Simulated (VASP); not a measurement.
## A VASP 6.6.1 single-point calculation on CdTe

INCAR

```
ENCUT = 520
GGA = PE
NBANDS = 16
PREC = Accurate
ISMEAR = 1
IBRION = -1
NELM = 120
LWAVE = .FALSE.
SIGMA = 0.05
LREAL = .FALSE.
LCHARG = .FALSE.
NSW = 0
LASPH = .TRUE.
EDIFF = 1E-7
ISIF = 2
```

KPOINTS

```
KPOINTS created by Atomic Simulation Environment
0
Gamma
6 6 6
0 0 0
```

POSCAR

```
Cd Te
 1.0000000000000000
    -0.0000000000000000    3.2799551161722134    3.2799551161722134
     3.2799551161722134    0.0000000000000000    3.2799551161722134
     3.2799551161722134    3.2799551161722134    0.0000000000000000
 Cd  Te
   1   1
Cartesian
  0.0000000000000000  0.0000000000000000 -0.0000000000000000
  1.6399775580861065  1.6399775580861065  1.6399775580861065
```

The recommended PBE PAW datasets give the neutral cell 18 valence electrons.

Command

```
mpirun -np 1 vasp_std
```

OSZICAR

```
N       E                     dE             d eps       ncg     rms          rms(c)
DAV:   1     0.994011795739E+02    0.99401E+02   -0.83171E+03   520   0.972E+02
DAV:   2    -0.150837859466E+01   -0.10091E+03   -0.96263E+02   592   0.235E+02
DAV:   3    -0.500159066517E+01   -0.34932E+01   -0.34883E+01   640   0.459E+01
DAV:   4    -0.503323516179E+01   -0.31644E-01   -0.31643E-01   736   0.377E+00
DAV:   5    -0.503330918239E+01   -0.74021E-04   -0.74020E-04   672   0.178E-01    0.520E+00
DAV:   6    -0.481381690260E+01    0.21949E+00   -0.37352E-01   600   0.713E+00    0.431E+00
DAV:   7    -0.479836348397E+01    0.15453E-01   -0.10344E-01   568   0.207E+00    0.168E+00
DAV:   8    -0.479933590635E+01   -0.97242E-03   -0.10326E-02   576   0.114E+00    0.452E-01
DAV:   9    -0.479967573273E+01   -0.33983E-03   -0.94845E-04   592   0.314E-01    0.102E-01
DAV:  10    -0.479973606295E+01   -0.60330E-04   -0.11052E-04   632   0.996E-02    0.548E-02
DAV:  11    -0.479977678139E+01   -0.40718E-04   -0.80546E-05   584   0.550E-02    0.373E-02
DAV:  12    -0.479977592066E+01    0.86073E-06   -0.30610E-06   640   0.133E-02    0.224E-02
DAV:  13    -0.479977570935E+01    0.21131E-06   -0.61201E-07   616   0.364E-03    0.131E-02
DAV:  14    -0.479977580485E+01   -0.95503E-07   -0.95355E-07   576   0.541E-03
   1 F= -.47997758E+01 E0= -.47997892E+01  d E =0.402632E-04
```

From OUTCAR

```
k-points           NKPTS =     16   k-points in BZ     NKDIM =     16   number of bands    NBANDS=     16

   NELECT =      18.0000    total number of electrons

   dimension x,y,z NGX =    36 NGY =   36 NGZ =   36
   dimension x,y,z NGXF=    72 NGYF=   72 NGZF=   72

  energy-cutoff  :      520.00
  volume of cell :       70.57
      direct lattice vectors                 reciprocal lattice vectors
     0.000000000  3.279955116  3.279955116    -0.152441110  0.152441110  0.152441110
     3.279955116  0.000000000  3.279955116     0.152441110 -0.152441110  0.152441110
     3.279955116  3.279955116  0.000000000     0.152441110  0.152441110 -0.152441110

 k-points in reciprocal lattice and weights: KPOINTS created by Atomic Simulation Env
   0.00000000  0.00000000  0.00000000       0.005
   0.16666667  0.00000000  0.00000000       0.037
   0.33333333  0.00000000  0.00000000       0.037
   0.50000000  0.00000000  0.00000000       0.019
   0.16666667  0.16666667  0.00000000       0.028
   0.33333333  0.16666667  0.00000000       0.111
   0.50000000  0.16666667  0.00000000       0.111
  -0.33333333  0.16666667  0.00000000       0.111
   ...

 E-fermi :   2.0694

 k-point     1 :       0.0000    0.0000    0.0000
  band No.  band energies     occupation
      1      -8.9440      2.00000
      2      -6.1450      2.00000
      3      -6.1450      2.00000
      4      -6.1450      2.00000
      5      -5.9108      2.00000
      6      -5.9108      2.00000
      7       2.0273      2.00000
      8       2.0273      2.00000
      9       2.0273      2.00000
     10       2.6870     -0.00000
     11       6.6500      0.00000
     12       6.6500      0.00000
     13       6.6500      0.00000
     14       9.4405      0.00000
     15      11.3192      0.00000
     16      11.3192      0.00000

 k-point     2 :       0.1667    0.0000    0.0000
  band No.  band energies     occupation
      1      -8.8525      2.00000
      2      -6.1282      2.00000
      3      -6.1282      2.00000
      4      -6.0651      2.00000
      5      -5.9117      2.00000
      6      -5.9117      2.00000
      7       0.3346      2.00000
      8       1.8160      2.00000
      9       1.8160      2.00000
     10       3.7960      0.00000
     11       6.7367      0.00000
     12       6.9719      0.00000
     13       6.9719      0.00000
     14      10.4274      0.00000
     15      10.4830      0.00000
     16      10.4830      0.00000

 k-point     3 :       0.3333    0.0000    0.0000
  band No.  band energies     occupation
      1      -8.6702      2.00000
      2      -6.0994      2.00000
      3      -6.0994      2.00000
      4      -5.9081      2.00000
      5      -5.9081      2.00000
      6      -5.8066      2.00000
      7      -1.4125      2.00000
      8       1.4598      2.00000
      9       1.4598      2.00000
     10       3.9085      0.00000
     11       7.2538      0.00000
     12       7.2538      0.00000
     13       8.1944      0.00000
     14      10.1005      0.00000
     15      10.8672      0.00000
     16      10.8672      0.00000

 ...

  Total        0.4946020      0.4946020      0.4946020      0.0000000      0.0000000      0.0000000
  in kB       11.2287854     11.2287854     11.2287854      0.0000000      0.0000000      0.0000000
  external PRESSURE =      11.2287854 kB  Pullay stress =       0.0000000 kB

 POSITION                                       TOTAL-FORCE (eV/Angst)
 -----------------------------------------------------------------------------------
      0.00000      0.00000      0.00000        -0.000000     -0.000000     -0.000000
      1.63998      1.63998      1.63998         0.000000      0.000000      0.000000
 -----------------------------------------------------------------------------------
    total drift:                               -0.000000     -0.000000     -0.000000

  FREE ENERGIE OF THE ION-ELECTRON SYSTEM (eV)
  ---------------------------------------------------
  free  energy   TOTEN  =        -4.7997758048 eV

  energy  without entropy=       -4.7998160681  energy(sigma->0) =       -4.79978923
```

It converged. Results: gap between bands v and c on the k mesh 0.66 eV; least direct gap on the k mesh 0.66 eV; pressure 1.1 GPa. Band v is the last that the valence electrons fill when counted band by band, and c is the next.

For comparison, a separate PBE run of the intended cell, on usual settings and not on those above, gives a gap of 0.66 eV on its mesh and a pressure of 1.1 GPa.

The run above took about 18 s on one core of a shared host (Intel Xeon Platinum 8488C) and held 0.21 GiB at most.
